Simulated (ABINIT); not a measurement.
The system is MnO.

```xyz
2
Lattice="0.0000 2.2239 2.2239 2.2239 0.0000 2.2239 2.2239 2.2239 0.0000" Properties=species:S:1:pos:R:3 pbc="T T T"
Mn    0.0000    0.0000    0.0000
O     2.2239    2.2239    2.2239
```

The cell is a database's computed one.

Base run:

```yaml
Program: ABINIT 10.8.3 (patched build)
Functional: WC
Potentials_or_basis: PseudoDojo NC SR PBEsol v0.4.1 standard
Cutoff: 1143 eV
k_mesh: 8 × 8 × 8
Occupations: fermi-dirac, width 0.05 eV
Spin: collinear spin, ferromagnetic start
Starting_moments: "[4.0, 0.0] μB"
```

Its results: band gap on the k mesh none (metal or under the smearing width); pressure -7.2 GPa; net moment 4.83 μB per cell; site moments Mn +4.18; O +0.25 μB.

Q: The run is repeated on the same cell with these changes: functional from WC to PBEsol. What comes out?

A: Band gap on the k mesh none (metal or under the smearing width); pressure -8.4 GPa; net moment 4.81 μB per cell; site moments Mn +4.16; O +0.25 μB.

Caveats: a cell with one magnetic atom can't hold antiferromagnetic order, which such compounds often take; semilocal functionals often make such compounds metallic where correlation or magnetic order opens a gap, which also shifts bond lengths; the potentials were made for another functional, which shifts forces and pressure (some runs); Libxc's GGAs can fail where the two spin gradients oppose each other (some runs).
